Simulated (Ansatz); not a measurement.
Write the native input for Ansatz 0.2.0 that does the following.

```yaml
Task: relaxation of cell and atoms
Functional: PBE
Potentials_or_basis: Ansatz PAW
Cutoff: "420 eV (not typed: the program's choice for these potentials)"
k_mesh: 10 × 10 × 1
Occupations: fermi-dirac, width 0.05 eV
Spin: no spin polarisation
```

The system is WS2, a slab with vacuum.

```
CELL_PARAMETERS angstrom
3.18295 0.00000 0.00000
-1.59148 2.75652 0.00000
0.00000 0.00000 28.53222
ATOMIC_POSITIONS crystal
W 0.66667 0.33333 0.43436
W 0.66667 0.33333 0.88553
W 0.00000 0.00000 0.65929
S 0.66667 0.33333 0.60463
S 0.00000 0.00000 0.37971
S 0.00000 0.00000 0.83085
S 0.66667 0.33333 0.71395
S 0.00000 0.00000 0.48903
S 0.00000 0.00000 0.94019
```

One way to write it, as run:

input.yaml

```yaml
crystal:
  lattice:
    - [3.1829541699, 0.0, 0.0]
    - [-1.591477085, 2.7565191702, 0.0]
    - [0.0, 0.0, 28.53221786]
  atoms:
    - { symbol: W, position: [0.6666666667, 0.3333333333, 0.43436168] }
    - { symbol: W, position: [0.6666666667, 0.3333333333, 0.88553378] }
    - { symbol: W, position: [0.0, 0.0, 0.65928643] }
    - { symbol: S, position: [0.6666666667, 0.3333333333, 0.60462521] }
    - { symbol: S, position: [0.0, 0.0, 0.37971025] }
    - { symbol: S, position: [0.0, 0.0, 0.83084828] }
    - { symbol: S, position: [0.6666666667, 0.3333333333, 0.71395221] }
    - { symbol: S, position: [0.0, 0.0, 0.48903042] }
    - { symbol: S, position: [0.0, 0.0, 0.94018573] }
hamiltonian:
  xc: pbe
  pseudopotentials: { kind: paw }
kpoints:
  mp_grid: { grid: [10, 10, 1] }
scf:
  occupations: { method: fermi_dirac, width: 0.05 }
output:
  forces: true
  stress: true
  eigenvalues: true
relax:
  f_tol: 0.01
  max_steps: 40
  cell: { stress_tol: 0.05 }
```

Potentials or basis: Ansatz PAW.

Run with:

```console
$ ansatz run input.yaml --threads 4 --pin off --max-ram 11264MiB --backend cpu --events-out ev --progress --plain --runs-dir out
```

Results of the run:

```yaml
Relaxed_volume: 29.55 Å³/atom
Relaxed_cell: a = 3.188 Å, b = 3.188 Å, c = 30.217 Å, α = 90.00°, β = 90.00°, γ = 120.00°
Space_group_after_relaxing_to_0.05_Å: P-6m2 (No. 187)
Energy_gained_by_relaxing: 5.6 meV/atom
Ionic_steps: 8
Band_gap_on_the_k_mesh: 1.87 eV, indirect (least direct gap 2.14 eV)
```

Caveat: the plane-wave basis is chosen anew once the cell has moved, so the energies of steps on either side of that aren't comparable; spin-orbit coupling is left out, which moves the levels of the heavy elements; without dispersion, layers of such crystals drift apart on relaxing, which shifts levels and gaps; volumes and pressures include the vacuum.

Run time: 38 s on 4 threads of Arm Neoverse V2 (shared host), peak memory 0.68 GiB.
